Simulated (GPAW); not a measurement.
**CdS: G0W0 quasiparticle levels with PBE**

The system is CdS.

```
Cd S
1.0
     0.00000    2.75324    2.75324
     2.75324    0.00000    2.75324
     2.75324    2.75324    0.00000
Cd S
1 1
Direct
  0.00000 0.00000 0.00000
  0.50000 0.50000 0.50000
```

Measurements of this composition are mostly on another form, of space group No. 186.

```yaml
Program: GPAW 26.7.0
Task: G0W0 quasiparticle levels
Functional: PBE
Potentials_or_basis: GPAW PAW data sets (gpaw-data 1.2.1)
Cutoff: 450 eV
Basis: pw
k_mesh: 6 × 6 × 6
Occupations: fermi-dirac, width 0.001 eV
Spin: no spin polarisation
Response_ecut: 150 eV
Frequency: ppa
Extrapolate: yes
Qp_bands: 2
Integrate_gamma: WS
Maxiter: 150
Vertex: none
All_k: no
Response_bands: 174
```

```yaml
Band_gap_on_the_k_mesh_mean-field_level: 0.23 eV, indirect (least direct gap 1.55 eV)
Quasiparticle_gap: 1.05 eV
Least_direct_quasiparticle_gap: 2.30 eV
```

Levels at points of the mesh, in eV from the valence-band top:
```csv
k point,band 6,band 7,band 8,band 9,band 10,band 11,band 12,band 13
"(0.00, 0.00, 0.00)",-7.54,-0.74,-0.74,-0.74,0.81,9.17,9.17,9.17
"(0.50, 0.50, 0.00)",-6.64,-4.13,-2.09,-2.09,0.23,6.06,9.68,11.07
"(0.50, 0.50, 0.50)",-7.34,-4.76,0.00,0.00,3.49,5.85,5.85,6.64
```

Run time: 19 min on 1 thread of Arm Neoverse V1, with other jobs on the host, peak memory 0.58 GiB.

Caveat: the quasiparticle gap is taken among the few k points that were corrected; the long-wavelength limit can be off by several per cent where d states take part. A k mesh can miss the band edges.
